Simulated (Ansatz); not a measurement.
# Calculated 181Ta nuclear quadrupole resonance for TaC under strain

Cell: an entry of the Crystallography Open Database (COD), relaxed with PBE at fixed cell and then changed (z stretched by 3 %, ions relaxed).

```xyz
2
Lattice="0.0000 2.2450 2.3123 2.2450 0.0000 2.3123 2.2450 2.2450 0.0000" Properties=species:S:1:pos:R:3 pbc="T T T"
Ta    0.0000    0.0000    0.0000
C     2.2450    2.2450    2.3123
```

Sites (sets of like atoms) are named by element and the number of their first atom in this list.

Level of theory: DFT, PBE, plane waves and PAW, scalar-relativistic, collinear spin, 420 eV cutoff, Γ-centred 18×18×18 k-points, Fermi–Dirac smearing 0.05 eV (Ansatz 0.2.0). Start moments as typed (μB): 1 on each Ta, none on the rest.

181Ta: I = 7/2, Q = 3170 mb (year-2017 value). Static lattice, zero field.

**Question.** Predict the zero-field 181Ta lines of each site.

**Answer.** For I = 7/2 and η = 0 the lines are |C_Q|/14 times 1, 2 and 3; η shifts the lowest up most.

```tsv
site	atoms	V_zz (10²¹ V/m²)	C_Q (MHz)	η	line frequencies (MHz)
Ta	1	13.42	1029	0.00	73.5, 147.0, 220.5
```

An axis of threefold or higher order runs through Ta, so V_zz lies along it and η is zero.

The run finds no gap above 0.1 eV (a metal, or nearly one), so the gradients can move by 10 % or more with the k-mesh. Without spin–orbit coupling the gradients at and beside Ta can be off by some per cent, at some sites by more. With these PAW files V_zz is typically within 2 to 3 % of all-electron values, but misses above 10 % occur on Ta. At this changed cell the PBE pressure is -11 GPa. The start moments die out, and the run ends without spin.
